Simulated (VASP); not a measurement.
Here is a VASP 6.6.1 calculation.

INCAR

```
ALGO     = Fast           # electronic algorithm
EDIFF    = 1E-7           # SCF threshold, eV
ENCUT    = 520            # plane-wave cutoff, eV
ISIF     = 2              # what is computed and relaxed
ISMEAR   = 0              # smearing method
LASPH    = T              # aspherical terms in the spheres
LCHARG   = F              # write CHGCAR
LREAL    = F              # projectors in reciprocal space
LWAVE    = F              # write WAVECAR
NBANDS   = 19             # bands
NELM     = 100            # most SCF steps
PREC     = Accurate       # precision mode
SIGMA    = 0.02           # smearing width, eV
```

File KPOINTS:

```
k-points
0
Gamma
  8 8 8
```

POSCAR

```
CaF2
1.0
    0.0000000000      2.6630707766      2.6630707766
    2.6630707766      0.0000000000      2.6630707766
    2.6630707766      2.6630707766      0.0000000000
Ca F
1 2
Direct
    0.0000000000      0.0000000000      0.0000000000
    0.2500000000      0.2500000000      0.2500000000
    0.7500000000      0.7500000000      0.7500000000
```

Potentials or basis: VASP PAW LDA potentials, release 64 (Ca_sv, F).

Launch:

```sh
$ cat potpaw_LDA.64/Ca_sv/POTCAR potpaw_LDA.64/F/POTCAR > POTCAR
$ mpirun -np 1 vasp_std > vasp.out
```

(1) Predict the pressure.

(2) Predict the band gap on the k mesh.

## Answers

(1) 0.6 GPa.

(2) 7.35 eV, indirect (least direct gap 7.63 eV).
